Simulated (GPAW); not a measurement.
## cyanobenzenedithiol between two Al chains: transmission at several levels: GPAW, dzp

GPAW 26.7.0; GPAW LCAO, PAW setups; Landauer transmission from Green's functions with principal layers (ASE), zero bias.

Localised orbitals split the wire into layers that couple to their neighbours alone, which is what the Green's function method needs; double zeta with polarisation is the usual level for numbers.

run.py

```python
import json
import numpy as np
from ase import Atoms
from ase.transport.calculators import TransportCalculator
from gpaw import GPAW, FermiDirac
from gpaw.lcao.tools import get_lcao_hamiltonian
from scipy.linalg import eigh

# The junction with lead layers at both ends, along the third cell vector
device = Atoms(
    ['Al', 'Al', 'Al', 'Al', 'Al', 'Al', 'S', 'C', 'H', 'H', 'C', 'C', 'C', 'C', 'H', 'C', 'C', 'N', 'S', 'Al', 'Al', 'Al', 'Al', 'Al', 'Al'],
    positions=[
        [6.50803, 4.50000, 1.20000],
        [6.50803, 4.50000, 3.60000],
        [6.50803, 4.50000, 6.00000],
        [6.50803, 4.50000, 8.40000],
        [6.50803, 4.50000, 10.80000],
        [6.50803, 4.50000, 13.20000],
        [5.36796, 5.36298, 14.87198],
        [5.40260, 5.32486, 16.64887],
        [7.55508, 5.34775, 16.79005],
        [3.25000, 5.32957, 16.84470],
        [6.61563, 5.32534, 17.34110],
        [4.20599, 5.31801, 17.36518],
        [6.63709, 5.30678, 18.74645],
        [4.22010, 5.29865, 18.76309],
        [3.27040, 5.29575, 19.29620],
        [7.91279, 5.30789, 19.40151],
        [5.43176, 5.28588, 19.46756],
        [8.94838, 5.29049, 19.92492],
        [5.33367, 5.27947, 21.25392],
        [6.50803, 4.50000, 22.94309],
        [6.50803, 4.50000, 25.34309],
        [6.50803, 4.50000, 27.74309],
        [6.50803, 4.50000, 30.14309],
        [6.50803, 4.50000, 32.54309],
        [6.50803, 4.50000, 34.94309]],
    cell=[[13.01606, 0.0, 0.0], [0.0, 9.0, 0.0], [0.0, 0.0, 36.14309]],
    pbc=True)

# One principal layer of the lead: the first 4 atoms of the device
lead = Atoms(
    ['Al', 'Al', 'Al', 'Al'],
    positions=[
        [6.50803, 4.50000, 1.20000],
        [6.50803, 4.50000, 3.60000],
        [6.50803, 4.50000, 6.00000],
        [6.50803, 4.50000, 8.40000]],
    cell=[[13.01606, 0.0, 0.0], [0.0, 9.0, 0.0], [0.0, 0.0, 9.6]],
    pbc=True)

settings = dict(mode='lcao', basis='dzp', xc='PBE', h=0.18,
                occupations=FermiDirac(0.1), maxiter=250,
                mixer=dict(beta=0.1, nmaxold=8, weight=100.0),
                convergence=dict(density=0.0001))
energies = np.arange(-3, 3 + 1e-9, 0.075)
eta = 0.0001
n1, n2 = 1, 1
# k and -k transmit alike, so half of the mesh across the current serves
mesh = [(i, j) for i in range(n1) for j in range(n2) if (i, j) <= (-i % n1, -j % n2)]
weights = np.array([1 if (i, j) == (-i % n1, -j % n2) else 2 for i, j in mesh]) / (n1 * n2)

# [... helper functions left out ...]
fermi_lead = ground_state(lead, (1, 1, 12), 'lead.txt')
fermi_device = ground_state(device, (1, 1, 2), 'device.txt')
# [... loop over the mesh left out, but for ...]
        # Shift the lead onto the potential of the device's first layer
        shift = ((H[:, 0, 0] - H0[:, 0, 0]) / S0[0, 0]).real.mean()
# [...]
kT = 8.617333e-5 * 500
bias = [0.1, 0.2, 0.5, 1.0, 1.5, 2.0]
# [... integrals and printing left out ...]
```

Run with:

```console
$ OMP_NUM_THREADS=1 OPENBLAS_NUM_THREADS=1 python run.py
```

Q: Predict the conductance; and open channels, zone mean against energy.

Each channel passes at most one electron wave, so a value between whole numbers means that at least one channel is partly reflected. Current over bias at the lowest bias computed gives the conductance there: 8.10 μS, or 0.105 G₀ with G₀ = 2e²/h = 77.5 μS.

This step gave:

```yaml
conductance: 0.1049 G₀
thermopower: -24.24 μV/K
largest_coupling_past_the_next_principal_layer: 1.40e-15 eV
largest_misfit_of_the_first_principal_layer: 0.03671 eV
shift_that_aligns_the_lead: -0.004241 eV
basis_functions_of_the_junction: 301
basis_functions_of_a_principal_layer: 52
transmission_at_the_fermi_level_one_spin: 0.1078
open_channels_of_the_lead_at_the_fermi_level_one_spin: 2
```

One spin. Table of transmission, zone mean by energy, zero at the Fermi level:

```
energy (eV)  transmission, zone mean
      -3.00                   0.0515
      -2.85                    0.214
      -2.70                   0.0128
      -2.40                   0.0118
      -2.17                   0.0356
      -1.95                    0.485
      -1.88                   0.0633
      -1.57                  0.00190
      -1.27                  5.1e-11
      -0.97                        0
      -0.75                        0
      -0.45                  2.0e-11
      -0.15                   0.0680
       0.00                    0.108
       0.15                    0.130
       0.45                    0.214
       0.53                    0.230
       0.75                    0.135
       0.97                    0.103
       1.27                    0.356
       1.35                    0.440
       1.57                    0.152
       1.88                    0.639
       2.02                     1.00
       2.17                    0.799
       2.40                    0.338
       2.70                    0.181
       3.00                    0.172
```

Crossings of the lead's bands, unfolded to its shortest repeat. Table of open channels, zone mean by energy, zero at the Fermi level:

```csv
energy (eV),"open channels, zone mean"
-3.0000,1
-2.7750,1
-2.4750,1
-2.2500,1
-2.0250,1
-1.7250,1
-1.5000,1
-1.2750,0
-0.9750,0
-0.7500,0
-0.5250,0
-0.2250,2
0.0000,2
0.2250,2
0.5250,2
0.7500,2
0.9750,3
1.2750,3
1.5000,3
1.7250,3
2.0250,3
2.2500,3
2.4750,3
2.7750,3
3.0000,3
```

Not self-consistent under bias; the bias window is split evenly. Table of current through one cell, from the zero-bias transmission by bias:

```
bias (V)  current through one cell, from the zero-bias transmission (μA)
   0.100                                                           0.810
   0.200                                                            1.61
   0.500                                                            3.90
   1.000                                                            7.79
   1.500                                                            11.4
   2.000                                                            13.6
```

The transmission of the three most open eigenchannels by energy, zero at the Fermi level:

```
energy (eV)  channel 1  channel 2  channel 3
      -3.00     0.0515          0          0
      -2.85      0.214          0          0
      -2.70     0.0128          0          0
      -2.55    0.00885          0          0
      -2.33     0.0153          0          0
      -2.17     0.0356          0          0
      -2.02      0.336          0          0
      -1.88     0.0633          0          0
      -1.73    0.00777          0          0
      -1.57    0.00190          0          0
      -1.35     1.4e-4          0          0
      -1.20    3.2e-12          0          0
      -1.05          0          0          0
      -0.90          0          0          0
      -0.75          0          0          0
      -0.60          0          0          0
      -0.38     0.0124     3.1e-6          0
      -0.23     0.0463     1.3e-6          0
      -0.07     0.0902     5.7e-6    1.7e-12
       0.00      0.108     2.3e-5          0
       0.07      0.120     7.3e-5          0
       0.23      0.142     4.4e-4          0
       0.38      0.184    0.00188          0
       0.60      0.207    0.00788          0
       0.75      0.129    0.00625    6.6e-12
       0.90     0.0840     7.0e-4     2.3e-9
       1.05      0.125    0.00181     7.0e-4
       1.20      0.217    0.00227     8.2e-4
       1.35      0.438    0.00122     4.8e-4
       1.57      0.139     0.0125     7.5e-4
       1.73      0.308     0.0153     7.2e-4
       1.88      0.618     0.0201     6.8e-4
       2.02      0.974     0.0269     6.4e-4
       2.17      0.763     0.0357     6.0e-4
       2.33      0.396     0.0467     5.7e-4
       2.55      0.158     0.0672     5.2e-4
       2.70     0.0988     0.0816     4.9e-4
       2.85      0.105     0.0625     4.6e-4
       3.00      0.127     0.0445     4.3e-4
```

[Long decimals in the printed logs are rounded to 6 places.]

[Logs are printed without paths, hosts, clocks, repeated set-up lines and the standing remarks that a program may print on its own settings, such as how far it seeks lower states.]

[Hosts, paths, dates, database ids (printed as entryN), source tags and the programs' standing remarks are cut or masked in the printed files.]
